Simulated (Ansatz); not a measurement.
`F[C](F)(F)[SnH3]` + `OCF` → `FC[O][SnH3]` + `FC(F)F` at 600 K and 1 bar (ligand exchange at the Sn–C bond).

Isolated molecules relaxed with PBE0-D4/def2-TZVP in Ansatz; ΔE leaves out vibrations. CCSD(T)/CBS adds triple-zeta CCSD(T) − MP2 to the extrapolated MP2 energy (def2 sets, frozen cores). This one scheme is used for every species. def2 core potentials past Kr. For Sn outer-core shells are correlated without core-valence functions, which leaves a few kJ/mol of doubt a bond. One conformer a species, not always the lowest.

```tsv
species	CCSD(T)/CBS energy (Eh)	H − E (kJ/mol)	S (J/(mol·K))
`F[C](F)(F)[SnH3]`	-553.22148	146.4	429.8
`OCF`	-214.81254	149.8	300.3
`FC[O][SnH3]`	-430.03212	198.5	420.7
`FC(F)F`	-338.02896	97.7	303.2
```

H − E and S are ideal-gas, rigid-rotor, harmonic terms from PBE0-D4/def2-TZVP, for one conformer and one mirror image of each species. 1 Eh = 2625.50 kJ/mol, R = 8.31446 J/(mol·K).

Task: By hand: ΔE, ΔH, ΔS and ΔG.

Result: ΔE = (-430.03212) + (-338.02896) − (-553.22148) − (-214.81254) = -0.02706 Eh = -71.0 kJ/mol. Δ(H − E) = 198.5 + 97.7 − 146.4 − 149.8 = 0.0, so ΔH = -71.0 kJ/mol. ΔS = 420.7 + 303.2 − 429.8 − 300.3 = -6.2 J/(mol·K). ΔG = -71.0 − 600 × (-6.2)/1000 = -67.3 kJ/mol.

Task: By hand: the equilibrium constant, and the temperature at which ΔG would vanish if ΔH and ΔS stayed fixed.

Result: log₁₀ K = −ΔG/(RT ln 10) = 5.9. ΔG = 0 at ΔH/ΔS = 11452 K, far beyond where these terms or the molecules hold.

The number of gas molecules stays the same, so ΔS is small and ΔH decides. A doubt of 5 kJ/mol in ΔE shifts log₁₀ K by 0.4 here. Other conformers and mirror images would add mixing entropy, several J/(mol·K) or more a flexible species. These are equilibria of isolated gas molecules and say nothing of rates. Largest T1 diagnostic: 0.013 (customary marks: 0.02 for closed shells, 0.045 for open ones).
